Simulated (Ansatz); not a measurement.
**Step by step: PbSe, relaxation of cell and atoms**

Method: DFT, PBE, PAW with Ansatz's default frozen-core files, scalar-relativistic in Ansatz 0.2.0.

Command: `ansatz run input.yaml --threads 1 --pin off --max-ram 2048MiB --backend cpu --events-out ev --progress --plain --runs-dir out` The run took about 36 s on 1 thread of a shared machine.

```yaml
crystal:
  lattice:
    - [0.0, 3.2195088072, 3.2195088072]
    - [3.2195088072, 0.0, 3.2195088072]
    - [3.2195088072, 3.2195088072, 0.0]
  atoms:
    - { symbol: Pb, position: [0.0, 0.0, 0.0] }
    - { symbol: Se, position: [0.25, 0.25, 0.25] }
kpoints:
  mp_grid: { grid: [11, 11, 11] }
scf:
  occupations: { method: fermi_dirac, width: 0.08 }
hamiltonian:
  xc: pbe
  pseudopotentials: { kind: paw }
output:
  forces: true
  stress: true
relax:
  f_tol: 0.005
  max_steps: 80
  cell: {}
```

Spin–orbit coupling is left out, though it moves levels of the heavy atoms by tenths of an eV or more.

The cell is built from the zincblende type as a first guess.

The cutoff is 420 eV; energies and pressures of the walk include the program's estimate of the Pulay term.

Each frame lists the cell vectors (Å), then Cartesian positions (Å); symmetry keeps all forces zero. Free energies count from the first step, -17375.8687 eV.

The walk took 5 evaluations in all; steps that aren't listed are left out.

Step 1: E = 0.0 meV, P = 9.76 GPa

```
cell 0.0000 3.2195 3.2195 3.2195 0.0000 3.2195 3.2195 3.2195 0.0000
Pb    0.0000    0.0000    0.0000
Se    1.6098    1.6098    1.6098
```

Step 2: E = -358.1 meV, P = 2.28 GPa

```
cell 0.0000 3.3765 3.3765 3.3765 0.0000 3.3765 3.3765 3.3765 0.0000
Pb    0.0000    0.0000    0.0000
Se    1.6882    1.6882    1.6882
```

Step 3:

```
cell 0.0000 3.4306 3.4306 3.4306 0.0000 3.4306 3.4306 3.4306 0.0000
Pb    0.0000    0.0000    0.0000
Se    1.7153    1.7153    1.7153
```

(1) Give the energy, pressure of step 3.

(2) How does the relaxation end?

Answers

(1) E = -390.0 meV, P = 0.54 GPa
```
Pb    0.0000    0.0000    0.0000
Se    1.7153    1.7153    1.7153
```

(2) It converges, with a = 6.901 Å, b = 6.901 Å, c = 6.901 Å, α = 90.00°, β = 90.00°, γ = 90.00° (conventional cell, space group F-43m). The last solve (on a basis chosen afresh for the final cell, so its energy is not quite comparable) gives E = -393.1 meV, P = -0.01 GPa:
```
cell 0.0000 3.4504 3.4504 3.4504 0.0000 3.4504 3.4504 3.4504 0.0000
Pb    0.0000    0.0000    0.0000
Se    1.7252    1.7252    1.7252
```
